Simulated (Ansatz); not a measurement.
Basis-set extrapolation for C$_{2}$H$_{2}$Cl$_{2}$, SMILES `Cl/C=C\Cl` (PBE0-D4/def2-TZVP geometry, frozen core, the Gaussian-basis code of Ansatz). Multiplicity 1, RHF reference.

```csv
,def2-TZVPP,def2-QZVPP
HF,-995.920666,-995.949607
MP2 correlation,-0.698902,-0.758701
CCSD(T) correlation,-0.774551,not run
```

Energies in hartree. Use E(X) = E(∞) + A·exp(−7.88·√X) for Hartree–Fock and E(X) = E(∞) + B·X^(−2.97) for correlation, with X = 3 and 4, and add CCSD(T) minus MP2 of the smaller set to the MP2 limit.

**Question.** What is the CCSD(T) energy at the basis-set limit?

**Answer.** HF limit: -995.949607 + (-0.028941) × 0.13774 = -995.95359. MP2 limit: -0.758701 + (-0.059799) × 0.74074 = -0.80300. Higher-order term: -0.774551 − (-0.698902) = -0.07565. Total: -996.83224 hartree, 86.0 kcal/mol below CCSD(T)/def2-TZVPP.
